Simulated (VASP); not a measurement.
**VASP 6.6.1 run: BaTe**

INCAR

```
ENCUT = 300
LCHARG = .FALSE.
LREAL = .FALSE.
PREC = Accurate
ISIF = 2
IBRION = -1
LWAVE = .FALSE.
NSW = 0
LASPH = .TRUE.
NBANDS = 15
GGA = PE
ISMEAR = -1
NELM = 56
EDIFF = 1E-7
SIGMA = 0.02
```

KPOINTS

```
KPOINTS created by Atomic Simulation Environment
0
Gamma
6 6 6
0 0 0
```

POSCAR

```
Ba Te
 1.0000000000000000
     0.0000000000000000    3.5323793129999999    3.5323793129999999
     3.5323793129999999    0.0000000000000000    3.5323793129999999
     3.5323793129999999    3.5323793129999999    0.0000000000000000
 Ba  Te
   1   1
Cartesian
  0.0000000000000000  0.0000000000000000  0.0000000000000000
  3.5323793129999999  3.5323793129999999  3.5323793129999999
```

The recommended PBE PAW datasets give the neutral cell 16 valence electrons.

Command

```
mpirun -np 1 vasp_std
```

Question: Predict the outcome of this run.

Answer: It converged. Results: gap between bands v and c on the k mesh 1.58 eV; least direct gap on the k mesh 1.96 eV; pressure 0.3 GPa. Band v is the last that the valence electrons fill when counted band by band, and c is the next.

OSZICAR

```
N       E                     dE             d eps       ncg     rms          rms(c)
DAV:   1     0.603896341336E+02    0.60390E+02   -0.45518E+03   480   0.572E+02
DAV:   2    -0.546841780441E+01   -0.65858E+02   -0.60990E+02   655   0.130E+02
DAV:   3    -0.866966103481E+01   -0.32012E+01   -0.31838E+01   615   0.308E+01
DAV:   4    -0.873213461765E+01   -0.62474E-01   -0.62460E-01   621   0.474E+00
DAV:   5    -0.873470368288E+01   -0.25691E-02   -0.25690E-02   695   0.782E-01    0.359E+00
DAV:   6    -0.861837798486E+01    0.11633E+00   -0.13357E-01   578   0.175E+00    0.236E+00
DAV:   7    -0.862078292474E+01   -0.24049E-02   -0.10813E-01   593   0.165E+00    0.836E-01
DAV:   8    -0.862738799997E+01   -0.66051E-02   -0.14080E-02   501   0.683E-01    0.199E-01
DAV:   9    -0.862773140284E+01   -0.34340E-03   -0.81608E-04   627   0.161E-01    0.682E-02
DAV:  10    -0.862797346085E+01   -0.24206E-03   -0.42472E-04   515   0.117E-01    0.279E-02
DAV:  11    -0.862798278002E+01   -0.93192E-05   -0.34187E-05   620   0.293E-02    0.246E-02
DAV:  12    -0.862797725861E+01    0.55214E-05   -0.13331E-05   564   0.178E-02    0.129E-02
DAV:  13    -0.862797856539E+01   -0.13068E-05   -0.10414E-06   558   0.541E-03    0.280E-03
DAV:  14    -0.862797885661E+01   -0.29121E-06   -0.54565E-08   450   0.127E-03    0.127E-03
DAV:  15    -0.862797880809E+01    0.48523E-07   -0.16345E-08   282   0.781E-04
   1 F= -.86279788E+01 E0= -.86279788E+01  d E =-.366570E-10
```

Standard output (part)

```
POSCAR found type information on POSCAR BaTe
 POSCAR found :  2 types and       2 ions
 LDA part: xc-table for (Slater+PW92), standard interpolation
 POSCAR, INCAR and KPOINTS ok, starting setup
 WAVECAR not read
 entering main loop
```

For comparison, a separate PBE run of the intended cell, on usual settings and not on those above, gives a gap of 1.58 eV on its mesh and a pressure of 0.3 GPa.
